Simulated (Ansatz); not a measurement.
CaSe, DFT, PBE, PAW with Ansatz's default frozen-core files, scalar-relativistic (Ansatz 0.2.0), run on 1 thread of Arm Neoverse V1 on a shared host.

The cell is COD entry 1010880, as deposited and not checked against the literature; nothing was relaxed. It is an old determination, and later ones may differ.

Command: `ansatz run input.yaml --threads 1 --pin off --max-ram 2048MiB --backend cpu --events-out ev --progress --plain --runs-dir out`

```yaml
crystal:
  lattice:
    - [0.0, 2.956, 2.956]
    - [2.956, 0.0, 2.956]
    - [2.956, 2.956, 0.0]
  atoms:
    - { symbol: Ca, position: [0.0, 0.0, 0.0] }
    - { symbol: Se, position: [0.5, 0.5, 0.5] }
kpoints:
  mp_grid: { grid: [7, 7, 7] }
  band_path:
    path:
      - [0.0, 0.0, 0.0]
      - [0.5, 0.0, 0.5]
      - [0.625, 0.25, 0.625]
      - [0.375, 0.375, 0.75]
      - [0.0, 0.0, 0.0]
      - [0.5, 0.5, 0.5]
      - [0.5, 0.25, 0.75]
      - [0.5, 0.0, 0.5]
    npoints: 14
scf:
  occupations: { method: fermi_dirac, width: 0.02 }
hamiltonian:
  xc: pbe
  pseudopotentials: { kind: paw }
output:
  forces: true
  stress: true
  eigenvalues: true
  efg: { contact_densities: true }
  populations: true
  bader: true
  dos: { projected: true, de: 0.2, e_range: [-14, 8] }
  write_density: true
  write_potential: true
  elf: true
  volumetric_format: npy
```

How large is the problem that the program sets up?

20 irreducible k-points, 965 plane waves at Γ, 17 bands.

About how long does it take?

13 s of wall time for 6 SCF iterations. Times on shared machines scatter by tens of per cent.

And the same cell and mesh by full-potential LAPW, asked for forces, stress, eigenvalues, populations, dos and the same band path, on the same hardware?

12 s.

And the same cell and mesh by all-electron PAW (datasets made for this crystal), asked for forces, stress, eigenvalues, efg and the same band path, on the same hardware?

7 s.
